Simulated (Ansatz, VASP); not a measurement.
# Si53MoN72 (Mo_Si) in two plane-wave programs

Aim: how closely do two programs agree when they are given the same cell, functional and k mesh? The structure shown is the start of the Ansatz relaxation below; VASP solves that cell, so the two are compared at the walk's first step.

Calculated with Ansatz 0.2.0; plane waves, with VASP 6.6.1 beside it; single point at PBEsol.

## (1) Set-up

The cell holds 126 atoms: 53 Si, 72 N and 1 Mo. Cell: a = 13.206 Å, b = 13.206 Å, c = 8.731 Å, α = 90.0°, β = 90.0°, γ = 120.0°. It derives from Si3N4 (Si3N4 (P6_3/m)). Nearest the centre at fractional (0.353, 0.473, 0.583): Mo126 at 0.05 Å, N79 at 1.72 Å, N84 at 1.73 Å, N112 at 1.76 Å, N88 at 1.77 Å, Si2 at 2.91 Å, Si37 at 2.95 Å, Si27 at 2.97 Å.

## (2) Ansatz: relaxation, PBEsol

Ansatz runs on its PAW soft_1 files.

The two programs are compared at the cell with which this relaxation starts, whose forces are those of its first step.

The input, input.yaml:

```yaml
crystal:
  lattice:
    - [11.43668588, 6.60297367, 0.0]
    - [-11.43668588, 6.60297367, 0.0]
    - [0.0, 0.0, 8.73076733]
  atoms:
    - { symbol: Si, position: [0.01950046, 0.80655545, 0.25] }
    - { symbol: Si, position: [0.3528338, 0.47322211, 0.25] }
    - { symbol: Si, position: [0.68616713, 0.13988878, 0.25] }
    - { symbol: Si, position: [0.21294502, 0.01950046, 0.08333333] }
    - { symbol: Si, position: [0.54627835, 0.68616713, 0.08333333] }
    - { symbol: Si, position: [0.87961168, 0.3528338, 0.08333333] }
    - { symbol: Si, position: [0.13988878, 0.45372165, 0.08333333] }
    - { symbol: Si, position: [0.47322211, 0.12038832, 0.08333333] }
    - { symbol: Si, position: [0.80655545, 0.78705498, 0.08333333] }
    - { symbol: Si, position: [0.19344455, 0.21294502, 0.25] }
    - { symbol: Si, position: [0.52677789, 0.87961168, 0.25] }
    - { symbol: Si, position: [0.86011122, 0.54627835, 0.25] }
    - { symbol: Si, position: [0.12038832, 0.6471662, 0.25] }
    - { symbol: Si, position: [0.45372165, 0.31383287, 0.25] }
    - { symbol: Si, position: [0.78705498, 0.98049954, 0.25] }
    - { symbol: Si, position: [0.31383287, 0.86011122, 0.08333333] }
    - { symbol: Si, position: [0.6471662, 0.52677789, 0.08333333] }
    - { symbol: Si, position: [0.98049954, 0.19344455, 0.08333333] }
    - { symbol: "N", position: [0.0, 0.66666667, 0.25] }
    - { symbol: "N", position: [0.33333333, 0.33333333, 0.25] }
    - { symbol: "N", position: [0.66666667, 0.0, 0.25] }
    - { symbol: "N", position: [0.0, 0.33333333, 0.08333333] }
    - { symbol: "N", position: [0.33333333, 0.0, 0.08333333] }
    - { symbol: "N", position: [0.66666667, 0.66666667, 0.08333333] }
    - { symbol: "N", position: [0.21345843, 0.45653274, 0.25] }
    - { symbol: "N", position: [0.54679176, 0.12319941, 0.25] }
    - { symbol: "N", position: [0.8801251, 0.78986608, 0.25] }
    - { symbol: "N", position: [0.09025902, 0.8801251, 0.08333333] }
    - { symbol: "N", position: [0.42359235, 0.54679176, 0.08333333] }
    - { symbol: "N", position: [0.75692569, 0.21345843, 0.08333333] }
    - { symbol: "N", position: [0.12319941, 0.57640765, 0.08333333] }
    - { symbol: "N", position: [0.45653274, 0.24307431, 0.08333333] }
    - { symbol: "N", position: [0.78986608, 0.90974098, 0.08333333] }
    - { symbol: "N", position: [0.21013392, 0.09025902, 0.25] }
    - { symbol: "N", position: [0.54346726, 0.75692569, 0.25] }
    - { symbol: "N", position: [0.87680059, 0.42359235, 0.25] }
    - { symbol: "N", position: [0.1198749, 0.21013392, 0.08333333] }
    - { symbol: "N", position: [0.45320824, 0.87680059, 0.08333333] }
    - { symbol: "N", position: [0.78654157, 0.54346726, 0.08333333] }
    - { symbol: "N", position: [0.24307431, 0.78654157, 0.25] }
    - { symbol: "N", position: [0.57640765, 0.45320824, 0.25] }
    - { symbol: "N", position: [0.90974098, 0.1198749, 0.25] }
    - { symbol: Si, position: [0.01950046, 0.80655545, 0.58333333] }
    - { symbol: Mo, position: [0.3528338, 0.47322211, 0.58333333], spin: 2.0 }
    - { symbol: Si, position: [0.68616713, 0.13988878, 0.58333333] }
    - { symbol: Si, position: [0.21294502, 0.01950046, 0.41666667] }
    - { symbol: Si, position: [0.54627835, 0.68616713, 0.41666667] }
    - { symbol: Si, position: [0.87961168, 0.3528338, 0.41666667] }
    - { symbol: Si, position: [0.13988878, 0.45372165, 0.41666667] }
    - { symbol: Si, position: [0.47322211, 0.12038832, 0.41666667] }
    - { symbol: Si, position: [0.80655545, 0.78705498, 0.41666667] }
    - { symbol: Si, position: [0.19344455, 0.21294502, 0.58333333] }
    - { symbol: Si, position: [0.52677789, 0.87961168, 0.58333333] }
    - { symbol: Si, position: [0.86011122, 0.54627835, 0.58333333] }
    - { symbol: Si, position: [0.12038832, 0.6471662, 0.58333333] }
    - { symbol: Si, position: [0.45372165, 0.31383287, 0.58333333] }
    - { symbol: Si, position: [0.78705498, 0.98049954, 0.58333333] }
    - { symbol: Si, position: [0.31383287, 0.86011122, 0.41666667] }
    - { symbol: Si, position: [0.6471662, 0.52677789, 0.41666667] }
    - { symbol: Si, position: [0.98049954, 0.19344455, 0.41666667] }
    - { symbol: "N", position: [0.0, 0.66666667, 0.58333333] }
    - { symbol: "N", position: [0.33333333, 0.33333333, 0.58333333] }
    - { symbol: "N", position: [0.66666667, 0.0, 0.58333333] }
    - { symbol: "N", position: [0.0, 0.33333333, 0.41666667] }
    - { symbol: "N", position: [0.33333333, 0.0, 0.41666667] }
    - { symbol: "N", position: [0.66666667, 0.66666667, 0.41666667] }
    - { symbol: "N", position: [0.21345843, 0.45653274, 0.58333333] }
    - { symbol: "N", position: [0.54679176, 0.12319941, 0.58333333] }
    - { symbol: "N", position: [0.8801251, 0.78986608, 0.58333333] }
    - { symbol: "N", position: [0.09025902, 0.8801251, 0.41666667] }
    - { symbol: "N", position: [0.42359235, 0.54679176, 0.41666667] }
    - { symbol: "N", position: [0.75692569, 0.21345843, 0.41666667] }
    - { symbol: "N", position: [0.12319941, 0.57640765, 0.41666667] }
    - { symbol: "N", position: [0.45653274, 0.24307431, 0.41666667] }
    - { symbol: "N", position: [0.78986608, 0.90974098, 0.41666667] }
    - { symbol: "N", position: [0.21013392, 0.09025902, 0.58333333] }
    - { symbol: "N", position: [0.54346726, 0.75692569, 0.58333333] }
    - { symbol: "N", position: [0.87680059, 0.42359235, 0.58333333] }
    - { symbol: "N", position: [0.1198749, 0.21013392, 0.41666667] }
    - { symbol: "N", position: [0.45320824, 0.87680059, 0.41666667] }
    - { symbol: "N", position: [0.78654157, 0.54346726, 0.41666667] }
    - { symbol: "N", position: [0.24307431, 0.78654157, 0.58333333] }
    - { symbol: "N", position: [0.57640765, 0.45320824, 0.58333333] }
    - { symbol: "N", position: [0.90974098, 0.1198749, 0.58333333] }
    - { symbol: Si, position: [0.01950046, 0.80655545, 0.91666667] }
    - { symbol: Si, position: [0.3528338, 0.47322211, 0.91666667] }
    - { symbol: Si, position: [0.68616713, 0.13988878, 0.91666667] }
    - { symbol: Si, position: [0.21294502, 0.01950046, 0.75] }
    - { symbol: Si, position: [0.54627835, 0.68616713, 0.75] }
    - { symbol: Si, position: [0.87961168, 0.3528338, 0.75] }
    - { symbol: Si, position: [0.13988878, 0.45372165, 0.75] }
    - { symbol: Si, position: [0.47322211, 0.12038832, 0.75] }
    - { symbol: Si, position: [0.80655545, 0.78705498, 0.75] }
    - { symbol: Si, position: [0.19344455, 0.21294502, 0.91666667] }
    - { symbol: Si, position: [0.52677789, 0.87961168, 0.91666667] }
    - { symbol: Si, position: [0.86011122, 0.54627835, 0.91666667] }
    - { symbol: Si, position: [0.12038832, 0.6471662, 0.91666667] }
    - { symbol: Si, position: [0.45372165, 0.31383287, 0.91666667] }
    - { symbol: Si, position: [0.78705498, 0.98049954, 0.91666667] }
    - { symbol: Si, position: [0.31383287, 0.86011122, 0.75] }
    - { symbol: Si, position: [0.6471662, 0.52677789, 0.75] }
    - { symbol: Si, position: [0.98049954, 0.19344455, 0.75] }
    - { symbol: "N", position: [0.0, 0.66666667, 0.91666667] }
    - { symbol: "N", position: [0.33333333, 0.33333333, 0.91666667] }
    - { symbol: "N", position: [0.66666667, 0.0, 0.91666667] }
    - { symbol: "N", position: [0.0, 0.33333333, 0.75] }
    - { symbol: "N", position: [0.33333333, 0.0, 0.75] }
    - { symbol: "N", position: [0.66666667, 0.66666667, 0.75] }
    - { symbol: "N", position: [0.21345843, 0.45653274, 0.91666667] }
    - { symbol: "N", position: [0.54679176, 0.12319941, 0.91666667] }
    - { symbol: "N", position: [0.8801251, 0.78986608, 0.91666667] }
    - { symbol: "N", position: [0.09025902, 0.8801251, 0.75] }
    - { symbol: "N", position: [0.42359235, 0.54679176, 0.75] }
    - { symbol: "N", position: [0.75692569, 0.21345843, 0.75] }
    - { symbol: "N", position: [0.12319941, 0.57640765, 0.75] }
    - { symbol: "N", position: [0.45653274, 0.24307431, 0.75] }
    - { symbol: "N", position: [0.78986608, 0.90974098, 0.75] }
    - { symbol: "N", position: [0.21013392, 0.09025902, 0.91666667] }
    - { symbol: "N", position: [0.54346726, 0.75692569, 0.91666667] }
    - { symbol: "N", position: [0.87680059, 0.42359235, 0.91666667] }
    - { symbol: "N", position: [0.1198749, 0.21013392, 0.75] }
    - { symbol: "N", position: [0.45320824, 0.87680059, 0.75] }
    - { symbol: "N", position: [0.78654157, 0.54346726, 0.75] }
    - { symbol: "N", position: [0.24307431, 0.78654157, 0.91666667] }
    - { symbol: "N", position: [0.57640765, 0.45320824, 0.91666667] }
    - { symbol: "N", position: [0.90974098, 0.1198749, 0.91666667] }
  host:
    repeats: [1, 1, 3]
    atoms:
      - { symbol: Si, position: [0.01950046, 0.80655545, 0.75] }
      - { symbol: Si, position: [0.3528338, 0.47322211, 0.75] }
      # ... 40 more atoms of the perfect host
basis:
  ecutwfc: 420
  xc_grid: 2
hamiltonian:
  xc: pbesol
  pseudopotentials: { kind: paw, azcp: { folder: soft_1 }, xc_functional: pbe }
kpoints:
  mp_grid: { grid: [1, 1, 1], shift: [0.25, 0.25, 0.25] }
magnetization:
  spin_polarized: true
  initial_magnetization: 2
  spin_locking: { lock_magnetization: hard }
scf:
  occupations: { method: fixed }
  max_iter: 80
output:
  forces: true
  charged_corrections:
    epsilon: [4.29, 4.29, 4.37]
    static_epsilon: [8.29, 8.29, 8.25]
    defect_position: [0.352834, 0.473222, 0.583333]
relax:
  f_tol: 0.02
  max_steps: 80
  random_displacement: { amplitude: 0.05, seed: 1934 }
checkpoint:
  write: "../q0_M2.relax.run"
  compress: false
  write_wavefunctions: true
  write_every: 100000
```

On the command line:

```bash
> ansatz run input.yaml --threads 4 --pin off --max-ram 15073MiB --backend cpu --events-out ev --progress --plain --runs-dir out
```

Numbers of over 12 decimals in the logs are rounded to 6 here.

The log of the run:

```text
Engine: ansatz 0.2.0, x86_64-unknown-linux-gnu
Pseudopotentials: kind: paw
Pseudopotential: Si, paw, valence charge 4, recommended cutoff 420 eV (normal), soft_1/Si.paw.azcp
Pseudopotential: N, paw, valence charge 5, recommended cutoff 420 eV (normal), soft_1/N.paw.azcp
Pseudopotential: Mo, paw, valence charge 14, recommended cutoff 420 eV (normal), soft_1/Mo.paw.azcp
Functional definition: PBEsol
  exchange = pbesol_x
  correlation = pbesol_c
Crystal: 126 atoms, lattice volume = 1318.628 Å³
Basis set: ecut = 420 eV, 25805 PW (Γ), exchange–correlation on 180×180×120 points (8 copies of the dense FFT grid, shifted against one another)
Bands: 420, of which v1, the nominal top of the filled ones, is band 293 counted from 1 (292 counted from 0)
Symmetry: 1 space group operations
k-points: 1
Non-local potential: Si, projectors of the file, l = 0: 2, l = 1: 2, l = 2: 1
Non-local potential: N, projectors of the file, l = 0: 2, l = 1: 2, l = 2: 1
Non-local potential: Mo, projectors of the file, l = 0: 3, l = 1: 2, l = 2: 2, l = 3: 1
PAW form: soft (Blöchl's): semilocal exchange-correlation on the pseudo side does not see the compensation charge
PAW frozen core: Si, regenerated for the run's functional, and the local potential with it (the file was generated under x = pbe(κ = 0.804, μ = 0.219515), c = pbe(β = 0.066725))
PAW frozen core: N, regenerated for the run's functional, and the local potential with it (the file was generated under x = pbe(κ = 0.804, μ = 0.219515), c = pbe(β = 0.066725))
PAW frozen core: Mo, regenerated for the run's functional, and the local potential with it (the file was generated under x = pbe(κ = 0.804, μ = 0.219515), c = pbe(β = 0.066725))
PAW one-centre angular grid: Si, 110 points (default); XC on 64 Gauss nodes
PAW one-centre angular grid: N, 110 points (default); XC on 64 Gauss nodes
PAW one-centre angular grid: Mo, 590 points (default); XC on 64 Gauss nodes
Initial density: superposition of atomic densities (chi_scale 0.1, normalization cell, long waves kept (reshape's long-wave potential 0.10 eV rms))
Starting moments: Σ|m| = 2 μB on 1 of 126 sites
Initial wavefunctions: pseudopotential atomic-orbital guess
Functional: x = pbesol(κ = 0.804, μ = 0.123457), c = pbesol(β = 0.046)
SCF iter   1: F=—  HF=-65324.007360 eV  |F-HF|=—  |Δ(HF+E_count)|=         —  Δρ=7.48e-2 (↑7.48e-2 ↓7.45e-2)  dr2=3.06e2  dr2_m=5.52e-1  M=2.000 μB ∫|m|=2.050 μB  β_m=0.30  ethr=3.10e-3  ⟨swp⟩=6.0  Hψ=3331  notcnv=0  defer=245
preconditioner: auto → Resta (q_TF=auto, 2.383 Å⁻¹)  ε∞=3.6  [insulator: Δε(μ)=0.806 eV  Ē_g=15.265 eV  n_scr=282 (ndim 8)  ℏωp=24.6 eV  f_vac=0.011  ε∞_Penn≈3.6]
spin=Collinear: Resta preconditioning applied to the charge; magnetization (m = ρ↑ − ρ↓) channel mixes plain (no charge-response kernel on spin).
SCF iter   2: F=—  HF=-65250.072602 eV  |F-HF|=—  |Δ(HF+E_count)|=    7.39e1  Δρ=3.83e-2 (↑3.82e-2 ↓3.83e-2)  dr2=7.73e1  dr2_m=2.89e-1  M=2.000 μB ∫|m|=2.058 μB  β_m=0.44  ethr=3.10e-3  ⟨swp⟩=3.0  Hψ=1444  notcnv=0  defer=250
SCF iter   3: F=—  HF=-65228.307559 eV  |F-HF|=—  |Δ(HF+E_count)|=    2.18e1  Δρ=1.42e-2 (↑1.41e-2 ↓1.42e-2)  dr2=5.26e0  dr2_m=5.84e-2  M=2.000 μB ∫|m|=2.113 μB  β_m=0.69  ethr=3.10e-3  ⟨swp⟩=3.0  Hψ=1306  notcnv=0  defer=250
SCF iter   4: F=—  HF=-65227.487979 eV  |F-HF|=—  |Δ(HF+E_count)|=   8.20e-1  Δρ=2.35e-3 (↑2.35e-3 ↓2.32e-3)  dr2=3.99e-1  dr2_m=1.08e-3  M=2.000 μB ∫|m|=2.146 μB  β_m=0.62  ethr=8.97e-4  ⟨swp⟩=3.0  Hψ=1019  notcnv=0  defer=250
SCF iter   5: F=—  HF=-65227.454379 eV  |F-HF|=—  |Δ(HF+E_count)|=   3.36e-2  Δρ=8.41e-4 (↑7.76e-4 ↓8.41e-4)  dr2=4.33e-2  dr2_m=6.88e-5  M=2.000 μB ∫|m|=2.081 μB  β_m=0.81  ethr=6.81e-5  ⟨swp⟩=4.0  Hψ=1324  notcnv=0  defer=250
SCF iter   6: F=—  HF=-65227.476653 eV  |F-HF|=—  |Δ(HF+E_count)|=   2.23e-2  Δρ=3.50e-4 (↑3.46e-4 ↓3.50e-4)  dr2=8.55e-3  dr2_m=1.61e-5  M=2.000 μB ∫|m|=2.074 μB  β_m=0.90  ethr=7.38e-6  ⟨swp⟩=3.0  Hψ=1188  notcnv=0  defer=250
SCF iter   7: F=—  HF=-65227.483426 eV  |F-HF|=—  |Δ(HF+E_count)|=   6.77e-3  Δρ=1.86e-4 (↑1.86e-4 ↓1.73e-4)  dr2=2.10e-3  dr2_m=6.01e-6  M=2.000 μB ∫|m|=2.073 μB  β_m=0.81  ethr=1.46e-6  ⟨swp⟩=2.0  Hψ=1300  notcnv=0  defer=250
SCF iter   8: F=—  HF=-65227.483776 eV  |F-HF|=—  |Δ(HF+E_count)|=   3.50e-4  Δρ=5.72e-5 (↑5.72e-5 ↓5.61e-5)  dr2=2.37e-4  dr2_m=1.21e-6  M=2.000 μB ∫|m|=2.072 μB  β_m=0.88  ethr=3.58e-7  ⟨swp⟩=2.5  Hψ=1184  notcnv=0  defer=250
SCF iter   9: F=—  HF=-65227.484110 eV  |F-HF|=—  |Δ(HF+E_count)|=   3.34e-4  Δρ=2.26e-5 (↑2.26e-5 ↓2.22e-5)  dr2=3.30e-5  dr2_m=3.77e-8  M=2.000 μB ∫|m|=2.072 μB  β_m=0.84  ethr=4.04e-8  ⟨swp⟩=2.5  Hψ=1129  notcnv=0  defer=250
SCF iter  10: F=-65227.484138 eV  HF=-65227.484138 eV  |F-HF|=8.00e-7  |Δ(HF+E_count)|=   2.85e-5  Δρ=9.90e-6 (↑9.90e-6 ↓9.48e-6)  dr2=5.46e-6  dr2_m=2.58e-8  M=2.000 μB ∫|m|=2.072 μB  ethr=1.71e-9  ⟨swp⟩=4.5  Hψ=2408  notcnv=0
[...]
- { symbol: N, position: [0.333352, 0.334576, 0.251708] }
    - { symbol: N, position: [0.667797, 0.00209127, 0.249937] }
    - { symbol: N, position: [-0.00167014, 0.332632, 0.083225] }
    - { symbol: N, position: [0.332745, -0.000306176, 0.083217] }
    - { symbol: N, position: [0.666513, 0.667398, 0.083219] }
    - { symbol: N, position: [0.210575, 0.454147, 0.248849] }
    - { symbol: N, position: [0.546280, 0.121133, 0.248808] }
    - { symbol: N, position: [0.880553, 0.790305, 0.249432] }
    - { symbol: N, position: [0.090424, 0.879322, 0.083237] }
    - { symbol: N, position: [0.423008, 0.549879, 0.083258] }
    - { symbol: N, position: [0.756253, 0.214804, 0.083241] }
    - { symbol: N, position: [0.121368, 0.575545, 0.083256] }
    - { symbol: N, position: [0.456648, 0.243379, 0.083227] }
    - { symbol: N, position: [0.791552, 0.911083, 0.083247] }
    - { symbol: N, position: [0.210473, 0.090075, 0.250462] }
    - { symbol: N, position: [0.550576, 0.764516, 0.247245] }
    - { symbol: N, position: [0.875730, 0.423375, 0.250174] }
    - { symbol: N, position: [0.119727, 0.209622, 0.083243] }
    - { symbol: N, position: [0.452836, 0.877883, 0.083249] }
    - { symbol: N, position: [0.784749, 0.542585, 0.083225] }
    - { symbol: N, position: [0.242014, 0.785410, 0.249644] }
    - { symbol: N, position: [0.575360, 0.454206, 0.249718] }
    - { symbol: N, position: [0.909152, 0.120331, 0.249571] }
    - { symbol: Si, position: [0.020042, 0.805519, 0.583240] }
    - { symbol: Mo, position: [0.372608, 0.470946, 0.583242] }
    - { symbol: Si, position: [0.686464, 0.140174, 0.583241] }
    - { symbol: Si, position: [0.211510, 0.016152, 0.415402] }
    - { symbol: Si, position: [0.551737, 0.692999, 0.412949] }
    - { symbol: Si, position: [0.879685, 0.353108, 0.416632] }
    - { symbol: Si, position: [0.140183, 0.453409, 0.417771] }
    - { symbol: Si, position: [0.473374, 0.117596, 0.415491] }
    - { symbol: Si, position: [0.809048, 0.789274, 0.416724] }
    - { symbol: Si, position: [0.185527, 0.201979, 0.583251] }
    - { symbol: Si, position: [0.526834, 0.880368, 0.583251] }
    - { symbol: Si, position: [0.858602, 0.545258, 0.583231] }
    - { symbol: Si, position: [0.119340, 0.645648, 0.583255] }
    - { symbol: Si, position: [0.455810, 0.306932, 0.583237] }
    - { symbol: Si, position: [0.787177, 0.981070, 0.583246] }
    - { symbol: Si, position: [0.313126, 0.858497, 0.416406] }
    - { symbol: Si, position: [0.645190, 0.528736, 0.415618] }
    - { symbol: Si, position: [0.979430, 0.193517, 0.416214] }
    - { symbol: N, position: [-0.00142031, 0.665124, 0.583262] }
[...]
- { symbol: Si, position: [0.018871, 0.805011, 0.917432] }
    - { symbol: Si, position: [0.350971, 0.475025, 0.921544] }
    - { symbol: Si, position: [0.686787, 0.141168, 0.916800] }
    - { symbol: Si, position: [0.211514, 0.016157, 0.751055] }
    - { symbol: Si, position: [0.551711, 0.692987, 0.753533] }
    - { symbol: Si, position: [0.879689, 0.353111, 0.749827] }
    - { symbol: Si, position: [0.140177, 0.453410, 0.748736] }
[...]
- { symbol: Si, position: [0.527931, 0.882635, 0.917453] }
    - { symbol: Si, position: [0.857726, 0.544930, 0.916129] }
    - { symbol: Si, position: [0.118841, 0.645996, 0.916496] }
    - { symbol: Si, position: [0.453871, 0.314331, 0.916643] }
    - { symbol: Si, position: [0.787011, 0.980925, 0.916898] }
    - { symbol: Si, position: [0.313126, 0.858499, 0.750080] }
    - { symbol: Si, position: [0.645187, 0.528727, 0.750810] }
    - { symbol: Si, position: [0.979425, 0.193514, 0.750264] }
[...]
- { symbol: N, position: [0.550600, 0.764526, 0.919244] }
    - { symbol: N, position: [0.875745, 0.423384, 0.916291] }
    - { symbol: N, position: [0.117319, 0.206650, 0.750230] }
    - { symbol: N, position: [0.453224, 0.876969, 0.750264] }
    - { symbol: N, position: [0.782705, 0.540628, 0.748549] }
    - { symbol: N, position: [0.242012, 0.785405, 0.916839] }
    - { symbol: N, position: [0.575354, 0.454199, 0.916707] }
    - { symbol: N, position: [0.909143, 0.120327, 0.916904] }
```

[end of part 1 of 2]

[Lines on the potential files, build, host, timing and source positions are cut from VASP's logs without a mark.]

[Logs are printed without paths, hosts, clocks, repeated set-up lines and the standing remarks that a program may print on its own settings, such as how far it seeks lower states.]

[Hosts, paths, dates, database ids (printed as entryN), source tags and the programs' standing remarks are cut or masked in the printed files.]
